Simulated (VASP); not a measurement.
Here is a VASP 6.6.1 calculation.

File INCAR:

```
  ALGO = Normal
  EDIFF = 1E-7
  EDIFFG = -0.005
  ENCUT = 480
  GGA = PS
  IBRION = 2
  ISIF = 3
  ISMEAR = 0
  LASPH = True
  LCHARG = False
  LREAL = False
  LWAVE = False
  NELM = 80
  NSW = 90
  PREC = Accurate
  SIGMA = 0.1
```

The input KPOINTS:

```
k-points
0
Gamma
  14 14 14
```

Contents of POSCAR:

```
Ca
1.0
    0.0000000000      2.8005000000      2.8005000000
    2.8005000000      0.0000000000      2.8005000000
    2.8005000000      2.8005000000      0.0000000000
Ca
1
Direct
    0.0000000000      0.0000000000      0.0000000000
```

Potentials or basis: VASP PAW PBE potentials, release 64 (Ca_sv).

Command:

```console
$ cat potpaw_PBE.64/Ca_sv/POTCAR > POTCAR
$ mpirun -np 1 vasp_std > vasp.out
```

Problem. Predict the band gap on the k mesh.

Solution. None (metal or under the smearing width).

Problem. Estimate the relaxed cell.

Solution. a = 3.857 Å, b = 3.857 Å, c = 3.857 Å, α = 60.00°, β = 60.00°, γ = 60.00°.

Problem. Predict the space group after relaxing (to 0.05 Å).

Solution. Fm-3m (No. 225).

Final structure:
```yaml
crystal:
  lattice:
    - [0.00000, 2.72754, 2.72754]
    - [2.72754, 0.00000, 2.72754]
    - [2.72754, 2.72754, 0.00000]
  atoms:
    - { symbol: Ca, position: [0.00000, 0.00000, 0.00000] }
```
